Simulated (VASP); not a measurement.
# CdSe in VASP: work function with PBEsol

Aim: the work function of CdSe with PBEsol.

Program: VASP 6.6.1. These are calculated values, not measurements. Logs are shortened: lines on timing, memory, paths and dates and some standing lists are left out, and cuts for length are marked.

## 1. The structure

The cell holds a slab with vacuum, 4 atoms: a = 4.300 Å, b = 7.020 Å, c = 17.241 Å, α = 90.00°, β = 90.00°, γ = 90.00°.

## 2. Work function, PBEsol

File INCAR:

```
ALGO = Normal
DIPOL = 0.5 0.5 0.500
EDIFF = 1E-6
ENCUT = 520
GGA = PS
IDIPOL = 3
ISIF = 2
ISMEAR = 0
KPAR = 8
LASPH = True
LCHARG = True
LDIPOL = True
LREAL = False
LVACPOTAV = True
LVHAR = True
LWAVE = False
NELM = 80
PREC = Accurate
SIGMA = 0.05
```

File KPOINTS:

```
k-points
0
Gamma
  6 4 1
```

File POSCAR:

```
CdSe                                    
1.0
    4.3000000000      0.0000000000      0.0000000000
    0.0000000000      7.0200000000      0.0000000000
    0.0000000000      0.0000000000     17.2413030790
  Cd              Se            
     2     2
Direct
     0.0000000001000018    0.0289633499540440    0.5108883830796641
     0.5000000000000000    0.5289633499540440    0.4891116169203359
     0.0000000001000018    0.3560366500459539    0.4440209402875722
     0.5000000000000000    0.8560366500459540    0.5559790597124278
```

Potentials or basis: VASP PAW PBE potentials, release 64 (Cd, Se).

Started as:

```sh
> cat potpaw_PBE.64/Cd/POTCAR potpaw_PBE.64/Se/POTCAR > POTCAR
> mpirun -np 8 vasp_std > vasp.out
```

OUTCAR:

```text
EDIFF = 1E-6
   ENCUT = 520
   GGA = PS
   ISIF = 2
   ISMEAR = 0
   LASPH = True
   LREAL = False
   NELM = 80
   PREC = Accurate

 ion  position               nearest neighbor table
   1  0.000  0.029  0.511-   3 2.57   4 2.59   4 2.59
   2  0.500  0.529  0.489-   4 2.57   3 2.59   3 2.59
   3  0.000  0.356  0.444-   1 2.57   2 2.59   2 2.59
   4  0.500  0.856  0.556-   2 2.57   1 2.59   1 2.59

  LATTYP: Found a simple orthorhombic cell.
 ALAT       =     4.3000000000
 B/A-ratio  =     1.6325581395
 C/A-ratio  =     4.0096053672

  Lattice vectors:

 A1 = (   4.3000000000,   0.0000000000,   0.0000000000)
 A2 = (   0.0000000000,   7.0200000000,   0.0000000000)
 A3 = (   0.0000000000,   0.0000000000,  17.2413030790)

Analysis of symmetry for initial positions (statically):
=====================================================================
 Subroutine PRICEL returns:
 Original cell was already a primitive cell.

 Routine SETGRP: Setting up the symmetry group for a
 simple orthorhombic supercell.

 Subroutine GETGRP returns: Found  4 space group operations
 (whereof  2 operations were pure point group operations)
 out of a pool of  8 trial point group operations.

The static configuration has the point symmetry C_1h.
 The point group associated with its full space group is C_2v.

Analysis of symmetry for dynamics (positions and initial velocities):
=====================================================================
 Subroutine PRICEL returns:
 Original cell was already a primitive cell.

 Routine SETGRP: Setting up the symmetry group for a
 simple orthorhombic supercell.

 Subroutine GETGRP returns: Found  4 space group operations
 (whereof  2 operations were pure point group operations)
 out of a pool of  8 trial point group operations.

The dynamic configuration has the point symmetry C_1h.
 The point group associated with its full space group is C_2v.

 Subroutine INISYM returns: Found  4 space group operations
 (whereof  2 operations are pure point group operations),
 and found     1 'primitive' translations

----------------------------------------------------------------------------------------

                                     Primitive cell

  volume of cell :     520.4460

  direct lattice vectors                    reciprocal lattice vectors
     4.300000000  0.000000000  0.000000000     0.232558140  0.000000000  0.000000000
     0.000000000  7.020000000  0.000000000     0.000000000  0.142450142  0.000000000
     0.000000000  0.000000000 17.241303079     0.000000000  0.000000000  0.058000256

  length of vectors
     4.300000000  7.020000000 17.241303079     0.232558140  0.142450142  0.058000256

  position of ions in fractional coordinates (direct lattice)
     0.000000000  0.028963350  0.510888383
     0.500000000  0.528963350  0.489111617
     0.000000000  0.356036650  0.444020940
     0.500000000  0.856036650  0.555979060

  ion indices of the primitive-cell ions
   primitive index   ion index
                 1           1
                 2           2
                 3           3
                 4           4

----------------------------------------------------------------------------------------

 KPOINTS: k-points

Automatic generation of k-mesh.
 Grid dimensions read from file:
 generate k-points for:    6    4    1

 Generating k-lattice:

  Cartesian coordinates                     Fractional coordinates (reciprocal lattice)
     0.038759690  0.000000000  0.000000000     0.166666667  0.000000000  0.000000000
     0.000000000  0.035612536  0.000000000     0.000000000  0.250000000  0.000000000
     0.000000000  0.000000000  0.058000256     0.000000000  0.000000000  1.000000000

  Length of vectors
     0.038759690  0.035612536  0.058000256

  Shift w.r.t. Gamma in fractional coordinates (k-lattice)
     0.000000000  0.000000000  0.000000000

 Subroutine IBZKPT returns following result:
 ===========================================

 Found     12 irreducible k-points:

 Following reciprocal coordinates:
            Coordinates               Weight
  0.000000  0.000000  0.000000      1.000000
  0.166667  0.000000  0.000000      2.000000
  0.333333  0.000000  0.000000      2.000000
  0.500000  0.000000  0.000000      1.000000
  0.000000  0.250000  0.000000      2.000000
  0.166667  0.250000  0.000000      4.000000
  0.333333  0.250000  0.000000      4.000000
  0.500000  0.250000  0.000000      2.000000
  0.000000  0.500000  0.000000      1.000000
  0.166667  0.500000  0.000000      2.000000
  0.333333  0.500000  0.000000      2.000000
  0.500000  0.500000  0.000000      1.000000
   k-points           NKPTS =     12   k-points in BZ     NKDIM =     12   number of bands    NBANDS=     22
   number of dos      NEDOS =    301   number of ions     NIONS =      4
   total plane-waves  NPLWV = 221184
   dimension x,y,z NGX =    32 NGY =   54 NGZ =  128
   dimension x,y,z NGXF=    64 NGYF=  108 NGZF=  256
   ions per type =               2   2
   NGX,Y,Z   is equivalent  to a cutoff of  12.37, 12.79, 12.34 a.u.
   NGXF,Y,Z  is equivalent  to a cutoff of  24.74, 25.58, 24.68 a.u.
 SYSTEM =  unknown system
   PREC   = accura    normal or accurate (medium, high low for compatibility)
   ISTART =      0    job   : 0-new  1-cont  2-samecut
   ICHARG =      2    charge: 1-file 2-atom 10-const
   ISPIN  =      1    spin polarized calculation?
   LNONCOLLINEAR =      F non collinear calculations
   LSORBIT =      F    spin-orbit coupling
   LASPH  =      T    aspherical Exc in radial PAW
   ENCUT  =  520.0 eV  38.22 Ry    6.18 a.u.   8.00 13.05 32.06*2*pi/ulx,y,z
   NELM   =     80;   NELMIN=  2; NELMDL= -5     # of ELM steps
   EDIFF  = 0.1E-05   stopping-criterion for ELM
   LREAL  =      F    real-space projection
   EDIFFG = 0.1E-04   stopping-criterion for IOM
   NSW    =      0    number of steps for IOM
   IBRION =     -1    ionic relax: 0-MD 1-quasi-New 2-CG
   NFREE  =      0    steps in history (QN), initial steepest desc. (CG)
   ISIF   =      2    stress and relaxation
   ISYM   =      2    0-nonsym 1-usesym 2-fastsym
   POTIM  = 0.5000    time-step for ionic-motion
   TEBEG  =    0.0;   TEEND  =   0.0 temperature during run
   PSTRESS=    0.0 pullay stress
   NELECT =      36.0000    total number of electrons
   NUPDOWN=      -1.0000    fix difference up-down
   EMIN   =  10.00;   EMAX   =-10.00  energy-range for DOS
   EFERMI =   0.00;   METHOD = LEGACY
   ISMEAR =     0;   SIGMA  =   0.05  broadening in eV -4-tet -1-fermi 0-gaus
   EFERMI_NEDOS =   21; number of points for ismear=-14 and -15
   IALGO  =     38    algorithm
   IMIX   =      4    mixing-type and parameters
     AMIX     =   0.40;   BMIX     =  1.00
     AMIX_MAG =   1.60;   BMIX_MAG =  1.00
  volume/ion in A,a.u.               =     130.11       878.04
  Fermi-wavevector in a.u.,A,eV,Ry     =   0.672022  1.269938  6.144584  0.451614
  Thomas-Fermi vector in A             =   1.748018
   LORBIT       =      0    0 simple, 1 ext, 2 COOP (PROOUT), +10 PAW based schemes
   GGA     = PS    functional components
   LHFCALC =     F    Hartree Fock is set to
   AEXX    =    0.0000 exact exchange contribution
   IVDW    =     0    specifies the selected vdW correction
   LEPSILON=     F    determine dielectric tensor
   LRPA    =     F    only Hartree local field effects (RPA)
 non-spin polarized calculation
 Gauss-broadening in eV      SIGMA  =   0.05
  energy-cutoff  :      520.00
  volume of cell :      520.45
 maximum number of plane-waves:     14072
 NGX is ok and might be reduce to    32
   NGX = 15   NGY = 27   NGZ = 65

 number of electron      35.9999992 magnetization

 dipolmoment           0.000000      0.000000      0.000000 electrons x Angstroem

 Free energy of the ion-electron system (eV)
  ---------------------------------------------------
  ext. energy  EPLUGINS =         0.00000000
  ---------------------------------------------------
  free energy    TOTEN  =       -11.33814670 eV

  energy without entropy =      -11.33814670  energy(sigma->0) =      -11.33814670

 E-fermi :  -3.9801     XC(G=0):  -2.6222

 val. band max:       -4.2109875790   @ k =   0.0000   0.0000   0.0000
 cond. band min:      -2.4857073426   @ k =   0.0000   0.0000   0.0000
 fundamental gap:      1.7252802364
 Fermi energy:        -3.9800970959

 k-point     1 :       0.0000    0.0000    0.0000
  band No.  band energies     occupation
      1     -16.2888      2.00000
      2     -15.9693      2.00000
      3     -12.1005      2.00000
      4     -11.9974      2.00000
      5     -11.8773      2.00000
      6     -11.8450      2.00000
[... 14 lines left out ...]
     21      -0.1152      0.00000
     22       1.0662      0.00000

 k-point     2 :       0.1667    0.0000    0.0000
  band No.  band energies     occupation
      1     -16.2337      2.00000
      2     -15.9576      2.00000
      3     -12.0833      2.00000
      4     -11.9482      2.00000
      5     -11.8928      2.00000
      6     -11.8371      2.00000
[... 14 lines left out ...]
     21       0.1607      0.00000
     22       0.6582      0.00000

 k-point     3 :       0.3333    0.0000    0.0000
  band No.  band energies     occupation
      1     -16.1075      2.00000
      2     -15.9491      2.00000
      3     -12.0298      2.00000
      4     -11.9081      2.00000
      5     -11.8371      2.00000
      6     -11.8161      2.00000
[... 14 lines left out ...]
     21      -0.0199      0.00000
     22       0.4365      0.00000
[... 176 lines left out ...]
 k-point    11 :       0.3333    0.5000    0.0000
  band No.  band energies     occupation
      1     -16.0282      2.00000
      2     -16.0282      2.00000
      3     -11.9183      2.00000
      4     -11.9183      2.00000
      5     -11.8501      2.00000
      6     -11.8501      2.00000
[... 14 lines left out ...]
     21       0.1169      0.00000
     22       0.1169      0.00000

 k-point    12 :       0.5000    0.5000    0.0000
  band No.  band energies     occupation
      1     -15.9938      2.00000
      2     -15.9938      2.00000
      3     -11.8990      2.00000
      4     -11.8990      2.00000
      5     -11.8086      2.00000
      6     -11.8086      2.00000
[... 14 lines left out ...]
     21       0.0149      0.00000
     22       0.0149      0.00000

------------------------ aborting loop because EDIFF is reached ----------------------------------------

  FORCE on cell =-STRESS in cart. coord.  units (eV):
  Direction    XX          YY          ZZ          XY          YZ          ZX
  --------------------------------------------------------------------------------------
  -------------------------------------------------------------------------------------
  Total       -1.2964432     -1.1986790     -0.0090467      0.0000000      0.0000000      0.0000000
  in kB       -3.9910614     -3.6900975     -0.0278501      0.0000000      0.0000000      0.0000000
  external PRESSURE =      -2.5696697 kB  Pullay stress =       0.0000000 kB

 VOLUME and BASIS-vectors are now :
 -----------------------------------------------------------------------------
  energy-cutoff  :      520.00
  volume of cell :      520.45
      direct lattice vectors                 reciprocal lattice vectors
     4.300000000  0.000000000  0.000000000     0.232558140  0.000000000  0.000000000
     0.000000000  7.020000000  0.000000000     0.000000000  0.142450142  0.000000000
     0.000000000  0.000000000 17.241303079     0.000000000  0.000000000  0.058000256

 POSITION                                       TOTAL-FORCE (eV/Angst)
 -----------------------------------------------------------------------------------
      0.00000      0.20332      8.80838         0.000000     -0.000957     -0.014746
      2.15000      3.71332      8.43292         0.000000     -0.000957      0.014746
      0.00000      2.49938      7.65550         0.000000      0.000957     -0.000955
      2.15000      6.00938      9.58580         0.000000      0.000957      0.000955
 -----------------------------------------------------------------------------------
    total drift:                               -0.000000     -0.000022      0.000001

  FREE ENERGIE OF THE ION-ELECTRON SYSTEM (eV)
  ---------------------------------------------------
  free  energy   TOTEN  =       -11.3381467019 eV

  energy  without entropy=      -11.3381467019  energy(sigma->0) =      -11.33814670

 vacuum level on the upper side and lower side of the slab         1.393         1.393
```

It took 50 s on 8 MPI ranks of Intel Xeon Platinum 8488C (Sapphire Rapids), shared host; peak memory 0.63 GiB.

What came out:

- Free energy: -11.3381 eV
- Largest force: 0.015 eV/Å
- Band gap on the k mesh: 1.73 eV, direct
- Ionisation potential of the upper face: 5.60 eV

Forces on the atoms (eV/Å):
```
Cd   0.000 -0.001 -0.015
Cd   0.000 -0.001  0.015
Se   0.000  0.001 -0.001
Se   0.000  0.001  0.001
```

Caveat: the PAW data sets were made with another functional, which shifts forces and pressure a little. PBEsol gaps usually lie below the measured ones, often by a third to a half.
